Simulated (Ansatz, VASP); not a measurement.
# MgO: VASP beside Ansatz, part 2 of 2

Wanted: the spread between two codes on one cell, functional and k mesh. The cell is taken from a series of VASP runs on this material, whose earlier steps may have relaxed, scaled or displaced it; both programs get it as it stands.

VASP 6.6.1 and Ansatz 0.2.0.

So far: Starting point; VASP: band structure, HSE06.

### 3. Ansatz: band structure, HSE06

Level of this step: Ansatz beside VASP: Kohn-Sham DFT, plane waves, HSE06 (Ansatz).

Ansatz runs on its default PAW (the set named soft_2) files.

The same cell, functional, mesh and smearing now go to Ansatz, which takes its cutoff from its data sets.

File input.yaml:

```yaml
crystal:
  lattice:
    - [0.0, 2.0973980938, 2.0973980938]
    - [2.0973980938, 0.0, 2.0973980938]
    - [2.0973980938, 2.0973980938, 0.0]
  atoms:
    - { symbol: Mg, position: [0.0, 0.0, 0.0] }
    - { symbol: O, position: [0.5, 0.5, 0.5] }
hamiltonian:
  xc: { exchange: pbe, correlation: pbe, exx: { coeff: 0.25, omega: 0.2 } }
  pseudopotentials: { kind: paw }
kpoints:
  mp_grid: { grid: [6, 6, 6] }
  band_path:
    path:
      - [0.0, 0.0, 0.0]
      - [0.5, 0.0, 0.5]
      - [0.5, 0.2, 0.7]
      - [0.4, 0.35, 0.75]
      - [0.15, 0.15, 0.3]
      - [0.2, 0.2, 0.2]
      - [0.55, 0.4, 0.55]
      - [0.6, 0.25, 0.65]
      - [0.5, 0.25, 0.75]
      - [0.5, 0.5, 0.5]
      - [0.375, 0.375, 0.75]
      - [0.5, 0.0, 0.5]
    npoints: 1
scf:
  occupations: { method: gaussian, width: 0.05 }
  n_extra_bands: 7
output:
  forces: true
  stress: true
  eigenvalues: true
```

On the command line:

```console
> ansatz run input.yaml --threads 4 --pin off --max-ram 9216MiB --backend cpu --events-out ev --progress --plain --runs-dir out
```

Numbers of over 12 decimals in the logs are rounded to 6 here.

Log:

```text
Warning: output.stress: scf.convergence.dr2_threshold = 1e-7 eV (the SCF's general default) is looser than the 2e-10 eV advised for a printed stress (1e-10 eV for each atom of the cell: 2). What an SCF threshold leaves in a stress goes as its square root, and in the free energy as the threshold itself, and one threshold admits the most on a small cell: [figures from the program's tests cut] Set scf.convergence.dr2_threshold to 2e-10 eV or tighter. The threshold is an SCF's pass mark: one that does not reach it within its budget of iterations ends unconverged, or closes short of it on a stop that the run arms, and scf.convergence.dr2_threshold's page says what that costs each kind of run
Warning: output.stress: scf.exx.energy_threshold = 1e-6 eV is looser than the 2e-8 eV advised for a stress under a hybrid functional (1e-8 eV for each atom of the cell: 2). Every SCF of the exchange loop can meet its threshold on dr2 while the loop round them stops early: no threshold on dr2 bounds what that leaves in the stress. Set scf.exx.energy_threshold to 2e-8 eV or tighter. The threshold is the loop's pass mark: a loop that does not reach it within its budget of cycles ends unconverged, and scf.exx.energy_threshold's page has the law
scf.n_extra_bands = 7 over 8 filled bands (N_el = 16.0): the run solves 15 bands
Engine: ansatz 0.2.0, aarch64-unknown-linux-gnu
Pseudopotentials: kind: paw
Pseudopotential: Mg, paw, valence charge 10, recommended cutoff 420 eV (normal), Mg.paw.azcp
Pseudopotential: O, paw, valence charge 6, recommended cutoff 420 eV (normal), O.paw.azcp
Functional definition: unnamed
  parameter a_1 = 0.25
  parameter omega_1 = 0.2/angstrom
  exchange = pbe_x + (-a_1)*pbe_x_sr(omega_1) + a_1*exact_x_sr(omega_1)
  correlation = pbe_c
Crystal: 2 atoms, lattice volume = 18.453 Å³
Basis set: ecut = 420 eV, 339 PW (Γ), exchange–correlation on 40×40×40 points (8 copies of the dense FFT grid, shifted against one another)
Bands: 15, of which v1, the nominal top of the filled ones, is band 8 counted from 1 (7 counted from 0)
Symmetry: 48 space group operations
Space group: Fm-3m (ITA 225), of the structure as read, at distance tolerance 2.6e-5 Å
k-points: 16 of 216
Non-local potential: Mg, projectors of the file, l = 0: 3, l = 1: 2, l = 2: 1
Non-local potential: O, projectors of the file, l = 0: 2, l = 1: 2, l = 2: 1
PAW form: soft (Blöchl's): semilocal exchange-correlation on the pseudo side does not see the compensation charge
PAW frozen core: Mg, regenerated for the run's functional, and the local potential with it (the file was generated under x = pbe(κ = 0.804, μ = 0.219515), c = pbe(β = 0.066725))
PAW frozen core: O, regenerated for the run's functional, and the local potential with it (the file was generated under x = pbe(κ = 0.804, μ = 0.219515), c = pbe(β = 0.066725))
PAW one-centre angular grid: Mg, 110 points (default); XC on 96 Gauss nodes
PAW one-centre angular grid: O, 110 points (default); XC on 96 Gauss nodes
Initial density: superposition of atomic densities (neutral atoms: chi_scale 0, normalization atom), corrected by the library's trained network
Initial wavefunctions: pseudopotential atomic-orbital guess
Functional: x = pbe(κ = 0.804, μ = 0.219515), c = pbe(β = 0.066725), warm-up for x = pbe(κ = 0.804, μ = 0.219515) + 0.25 (exact − pbe) at short range (hse, ω = 0.2 Å⁻¹), c = pbe(β = 0.066725)
SCF iter   1: F=—  HF=-2494.123221 eV  |F-HF|=—  |Δ(HF+E_count)|=         —  Δρ=7.12e-4  dr2=3.89e-5  ethr=1.77e-3  ⟨swp⟩=2.1  Hψ=1560  notcnv=0
preconditioner: auto → none  [insulator: Δε(μ)=4.860 eV  Ē_g=22.828 eV  σ=0.050 eV  W_gap=1.00  n_scr=8 (ndim 8)  ℏωp=24.4 eV  f_vac=0.000  D(μ)=0.00/eV (n_scr^D=0)]
SCF iter   2: F=-2494.123368 eV  HF=-2494.123331 eV  |F-HF|=3.71e-5  |Δ(HF+E_count)|=   1.10e-4  Δρ=3.27e-4  dr2=6.33e-6  ethr=2.43e-7  ⟨swp⟩=2.8  Hψ=390  notcnv=0  defer=5
SCF 1 stopped early in 2 iterations: F = -2494.123368 eV  dr2 = 6.33e-6
  greatest PAW one-centre occupation: 1.000 electrons in one spin orbital (limit 2), on the Mg atom at site 0 (counted from 0), in its partial waves of l = 0
Initial density: handed on by an earlier stage of this run
Initial wavefunctions: those handed on with the density
Functional: x = pbe(κ = 0.804, μ = 0.219515) + 0.25 (exact − pbe) at short range (hse, ω = 0.2 Å⁻¹), c = pbe(β = 0.066725)
Exchange kernel: α = 0.2500, screened, ω = 0.2000 Å⁻¹, Wigner–Seitz truncation, v(0) = 1117.9316 eV·Å³, q-mesh 6×6×6, nearest image of the exchange supercell L = 17.80 Å, pair-density grid 12×12×12, without the augmentation charges, whose exchange is taken in its separable form by FFT convolution over the k-point mesh (sized by the pseudopotential files, 18×18×18 at the most), smooth part of the exact exchange by density-matrix convolution
Frozen-core exchange: fock
SCF iter   1: F=—  HF=-2494.350965 eV  |F-HF|=—  |Δ(HF+E_count)|=         —  Δρ=7.77e-3  dr2=5.44e-3  ethr=3.95e-7  ⟨swp⟩=5.8  Hψ=1102  notcnv=0
preconditioner: auto → none  [insulator: Δε(μ)=6.599 eV  Ē_g=25.503 eV  σ=0.050 eV  W_gap=1.00  n_scr=8 (ndim 8)  ℏωp=24.4 eV  f_vac=0.000  D(μ)=0.00/eV (n_scr^D=0)]
SCF iter   2: F=—  HF=-2494.348766 eV  |F-HF|=—  |Δ(HF+E_count)|=   2.20e-3  Δρ=3.74e-3  dr2=1.35e-3  ethr=3.95e-7  ⟨swp⟩=3.0  Hψ=496  notcnv=0
SCF iter   3: F=—  HF=-2494.348461 eV  |F-HF|=—  |Δ(HF+E_count)|=   3.05e-4  Δρ=9.67e-4  dr2=5.32e-4  ethr=3.95e-7  ⟨swp⟩=3.0  Hψ=500  notcnv=0
SCF iter   4: F=—  HF=-2494.351669 eV  |F-HF|=—  |Δ(HF+E_count)|=   3.21e-3  Δρ=7.61e-4  dr2=9.61e-5  ethr=3.95e-7  ⟨swp⟩=4.0  Hψ=603  notcnv=0
iter 5 solved again at ethr=7.25e-9 eV; its pass at ethr=3.95e-7 eV (dr2=1.16e-6 eV) is discarded
SCF iter   5: F=-2494.351644 eV  HF=-2494.351646 eV  |F-HF|=2.18e-6  |Δ(HF+E_count)|=   2.37e-5  Δρ=1.27e-4  dr2=2.82e-6  ethr=7.25e-9  ⟨swp⟩=2.7  Hψ=871  notcnv=0  defer=4
SCF 2 stopped early in 5 iterations: F = -2494.351644 eV  dr2 = 2.82e-6
hybrid outer 1: dexx = +3.309e-3 eV, tail = 3.79e-5 eV
Exchange kernel: α = 0.2500, screened, ω = 0.2000 Å⁻¹, Wigner–Seitz truncation, v(0) = 1117.9316 eV·Å³, q-mesh 6×6×6, nearest image of the exchange supercell L = 17.80 Å, pair-density grid 12×12×12, without the augmentation charges, whose exchange is taken in its separable form by FFT convolution over the k-point mesh (sized by the pseudopotential files, 18×18×18 at the most), smooth part of the exact exchange by density-matrix convolution
Frozen-core exchange: fock
SCF iter   1: F=—  HF=-2494.351639 eV  |F-HF|=—  |Δ(HF+E_count)|=         —  Δρ=9.68e-5  dr2=7.27e-7  ethr=1.18e-6  ⟨swp⟩=3.3  Hψ=507  notcnv=0
preconditioner: auto → none  [insulator: Δε(μ)=6.638 eV  Ē_g=25.490 eV  σ=0.050 eV  W_gap=1.00  n_scr=8 (ndim 8)  ℏωp=24.4 eV  f_vac=0.000  D(μ)=0.00/eV (n_scr^D=0)]
SCF iter   2: F=—  HF=-2494.351639 eV  |F-HF|=—  |Δ(HF+E_count)|=   5.98e-9  Δρ=1.07e-5  dr2=2.55e-8  ethr=3.94e-9  ⟨swp⟩=3.6  Hψ=490  notcnv=0
SCF iter   3: F=-2494.351639 eV  HF=-2494.351639 eV  |F-HF|=2.74e-9  |Δ(HF+E_count)|=   1.87e-7  Δρ=4.83e-6  dr2=5.09e-9  ethr=4.58e-11  ⟨swp⟩=3.7  Hψ=627  notcnv=0  defer=3
SCF 3 converged in 3 iterations: F = -2494.351639 eV  dr2 = 5.09e-9
  Residual-converged pass: ⟨swp⟩=2.3  Hψ=370  notcnv=0  max |occ|·‖R‖ = 2.3e-6 eV (tolerance 2.4e-6 eV)  dr2=5.09e-9  dr2_onsite=1.92e-10  max |Δocc| = 0.0e0
hybrid outer 2: dexx = +2.255e-7 eV, tail = 1.78e-8 eV, Δε = 2.65e-3 eV (about 1.26e-4 eV left of the loop's levels)
NSCF: frozen V_eff on 12 k-points
hybrid SCF converged: 2 outer / 8 inner (+2 warm-up), last move |dexx| = 2.25e-7 eV, tail = 1.78e-8 eV
Stability not checked: this state was not tested for a lower state beside it, because the functional holds exact exchange (a hybrid, or Hartree-Fock), whose exchange loop this test does not read (fock_operator; see scf.lower_state_search)
Free energy (F): -2494.351639 eV
Frozen-core exchange: fock
Harris-Foulkes:  -2494.351639 eV  (|F-HF|=2.74e-9)
Internal energy: -2494.351639 eV  (E = F + TS)
E sigma→0 (E₀):  -2494.351639 eV
Fermi energy:    10.336398 eV
--- Per-component energies (eV) ---
  E_band       = -337.689972
  E_kinetic    = 257.190872
  E_local      = -1594.980253  (includes V_loc(G=0)·N_el)
  E_nonlocal   = 141.111710
  E_hartree    = 552.564594
  E_xc         = -84.830899
  E_vxc        = -107.750715  (∫ρ·V_xc dr)
  E_exx        = -71.790241  (= α·E_x^exact, valence–valence)
  E_paw        = -398.884626  (= ΣΔE_a)
  E_vpaw       = 5.187404  (= ΣTr[D̂ρ^β])
  E_aug_tail   = 0.002494  (compensation charges beyond the density's cutoff)
  E_ewald      = -1294.673735
  E_core_change = -0.061555  (= ΣΔE_core)
  E_smearing   = -0.000000  (= −TS)
  E_closure    = -0.000000  (closes the sum)
  Σ components = -2494.351639   (vs F -2494.351639, Δ=0.00e0)
--- Forces (eV/Å), atoms counted from 1 ---
  atom   1  Mg    -0.00000000    -0.00000000    -0.00000000
  atom   2  O      0.00000000     0.00000000    -0.00000000
  max |Σ_I F_I| component: 1.43e-29 eV/Å
--- Stress (GPa, compression-positive) ---
        0.782852      -0.000000      -0.000000
        0.000000       0.782852       0.000000
       -0.000000      -0.000000       0.782852
  P = ⅓ Tr σ = 0.7829 GPa (7.829 kbar)
--- Band table (eV; the first three rows and the last of 16) ---
  k-point 0: bands = [... 4 lower, -11.8634, 7.0167, 7.0167, 7.0167, 13.6557, 24.9052, 24.9052, 24.9052, ... 3 higher]
  k-point 1: bands = [... 4 lower, -11.5496, 5.4468, 6.8235, 6.8235, 15.1165, 22.5339, 25.5288, 25.5288, ... 3 higher]
  k-point 2: bands = [... 4 lower, -10.8474, 3.0859, 6.4617, 6.4617, 16.6580, 21.5912, 25.8244, 25.8244, ... 3 higher]
  k-point 15: bands = [... 4 lower, -10.1592, 3.1806, 4.5964, 5.2087, 19.5313, 20.6603, 21.8053, 25.9862, ... 3 higher]
```

Run time: 15 s. Hardware: 4 threads of Arm Neoverse N1, shared host; peak memory 0.53 GiB.

The column dr2 measures how far the density is from self-consistency, as an energy; F and HF (Harris–Foulkes) agree once it is small.

### 4. Differences

Known differences besides the potentials themselves: exact exchange at q = 0 is treated differently, which shows on coarse meshes; VASP keeps PBE cores, Ansatz makes them for the functional; the data sets hold 16 valence electrons in Ansatz (default PAW (the set named soft_2) files) and 8 in VASP; the cutoff is 420 eV in Ansatz and 520 eV in VASP; VASP takes a coarser grid for exact exchange (PRECFOCK = Fast). Total energies have different zeros and are not compared.

Compared:

```tsv
quantity	Ansatz	VASP	difference
gap over the path points (eV)	6.639	6.593	+0.046
```

Levels at points of the path, from each program's valence-band top (eV; 3 filled, then empty):

```tsv
k (reciprocal lattice)	Ansatz	VASP
0.000 0.000 0.000	0.00 0.00 0.00 6.64 17.89	0.00 0.00 0.00 6.59 17.85
0.500 0.000 0.500	-4.41 -1.48 -1.48 10.92 12.10	-4.44 -1.49 -1.49 10.89 12.01
0.500 0.200 0.700	-3.60 -2.73 -1.87 13.04 14.11	-3.63 -2.75 -1.88 13.02 14.02
0.400 0.350 0.750	-3.74 -2.91 -1.32 12.16 14.07	-3.77 -2.93 -1.33 12.13 13.99
0.150 0.150 0.300	-2.47 -0.82 -0.29 9.32 14.47	-2.48 -0.83 -0.29 9.29 14.45
0.200 0.200 0.200	-2.07 -0.27 -0.27 8.52 15.10	-2.08 -0.27 -0.27 8.48 15.08
0.550 0.400 0.550	-4.64 -1.52 -0.87 10.83 14.80	-4.66 -1.53 -0.87 10.80 14.77
0.600 0.250 0.650	-3.74 -2.91 -1.32 12.16 14.07	-3.77 -2.93 -1.33 12.13 13.99
0.500 0.250 0.750	-3.19 -3.19 -1.91 13.79 13.79	-3.21 -3.21 -1.92 13.78 13.78
0.500 0.500 0.500	-4.97 -0.72 -0.72 9.81 15.07	-4.99 -0.73 -0.73 9.78 15.04
```

Among the levels compared at these points, filled levels agree within 35 meV and empty ones within 89 meV.

### 5. Outcome

| Property | Result |
| --- | --- |
| difference in gap over the path points (band structure, HSE06) | 0.046 eV |

The difference in gap over the path points is 0.046 eV (band structure, HSE06), within the 0.08 eV picked in this series as the mark of a large difference. Such differences can come from data sets, numerical settings and the points named under the comparisons, not from the functional's error against experiment.

[Lines on the potential files, build, host, timing and source positions are cut from VASP's logs without a mark.]

[Logs are printed without paths, hosts, clocks, repeated set-up lines and the standing remarks that a program may print on its own settings, such as how far it seeks lower states.]

[Hosts, paths, dates, database ids (printed as entryN), source tags and the programs' standing remarks are cut or masked in the printed files.]
